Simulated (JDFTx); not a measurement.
The system is Sr.

```
Sr
1.0
     0.00000    3.04235    3.04235
     3.04235    0.00000    3.04235
     3.04235    3.04235    0.00000
Sr
1
Direct
  0.00000 0.00000 0.00000
```

```yaml
Program: JDFTx 1.7.0 (patched build)
Task: relaxation of cell and atoms
Functional: AM05
Potentials_or_basis: SG15-PBE-1.2 with smoothed tails
Cutoff: 1088 eV
Density_cutoff: 4354 eV
k_mesh: 4 × 4 × 4
Occupations: fermi-dirac, width 0.05 eV
Spin: no spin polarisation
```

At the start: pressure -0.3 GPa; volume 56.32 Å³/atom.

Task: Where does the relaxation end?

Result: Over 6 steps the energy falls by 2.1 meV/atom and the volume is 54.37 Å³/atom (-3.5 %); space group Fm-3m (No. 225, to 0.05 Å).

Step by step:
| step | energy change (eV) | largest force (eV/Å) | pressure (GPa) | volume (Å³) |
| --- | --- | --- | --- | --- |
| 1 | 0.0000 | 0.0000 | -0.35 | 56.32 |
| 2 | -0.0004 | 0.0000 | -0.31 | 56.10 |
| 3 | -0.0021 | 0.0000 | -0.05 | 54.67 |
| 4 | -0.0021 | 0.0000 | 0.00 | 54.40 |
| 5 | -0.0021 | 0.0000 | 0.00 | 54.37 |
| 6 | -0.0021 | 0.0000 | 0.00 | 54.37 |

Final structure:
```cif
data_structure
_symmetry_space_group_name_H-M 'P 1'
_symmetry_Int_Tables_number 1
_cell_length_a 4.2524
_cell_length_b 4.2524
_cell_length_c 4.2524
_cell_angle_alpha 60.000
_cell_angle_beta 60.000
_cell_angle_gamma 60.000
_cell_volume 54.37
loop_
_atom_site_label
_atom_site_type_symbol
_atom_site_fract_x
_atom_site_fract_y
_atom_site_fract_z
_atom_site_occupancy
Sr1 Sr 0.00000 0.00000 0.00000 1
```

Caveat: the k mesh is coarse (spacing up to 0.45 Å⁻¹), so the values aren't converged; the potentials were made for another functional, which shifts forces and pressure.
